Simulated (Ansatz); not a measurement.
## Deforming Mg

```xyz
2
Lattice="3.2093 0.0000 0.0000 -1.6046 2.7793 0.0000 0.0000 0.0000 5.2103" Properties=species:S:1:pos:R:3 pbc="T T T"
Mg    0.0000    1.8529    1.3026
Mg    1.6046    0.9264    3.9077
```

Atoms are numbered in the order listed.

The cell is COD entry 9008506, as deposited and not checked against the literature; nothing was relaxed.

These are results of DFT, PBE, all-electron PAW with datasets made for the crystal, scalar-relativistic in Ansatz 0.2.0, not measurements.

Settings: a Γ-centred 12×12×7 k mesh, Fermi–Dirac smearing of 0.05 eV, cutoff 100 eV (chosen by the program for this cell), no spin polarisation.

The unchanged cell is at -0.49 GPa, so energy changes include a term −P ΔV where the volume moves.

In a metal, stresses and small energies carry noise from the k mesh.

x, y and z are the Cartesian axes of the cell as listed; fractional coordinates follow a strain, and an engineering shear is twice the off-diagonal strain component.

Question: With this change (equal xy, yz and zx engineering shear strains of +1 %), what becomes of the energy and stress?

Answer: Energy change under 1 meV/atom; stress change (xx, yy, zz, yz, xz, xy) -0.01, -0.02, 0.07, -0.20, -0.20, -0.11 GPa, compression positive.

Question: With this change (equal xy, yz and zx engineering shear strains of -4 %), what becomes of the energy and stress and forces?

Answer: Energy change +6 meV/atom; stress change (xx, yy, zz, yz, xz, xy) 0.13, 0.02, 0.39, 0.63, 0.72, 0.77 GPa, compression positive; change of the force on Mg1 (0.047, 0.003, 0.011) eV/Å.

Question: With this change (atom 2 (Mg) moved by (0.2000, 0.0000, 0.0000) Å), what becomes of the energy and stress and forces?

Answer: Energy change +7 meV/atom; stress change (xx, yy, zz, yz, xz, xy) -0.06, 0.01, 0.30, 0.00, 0.00, 0.52 GPa, compression positive; change of the force on Mg2 (-0.133, -0.028, 0.000) eV/Å.

Question: What force constant does this one finite step give for Mg2 along its displacement (all its periodic images move with it)?

Answer: k = −ΔF·u/|u|² = 0.66 eV/Å², so the force pulls the atom back.
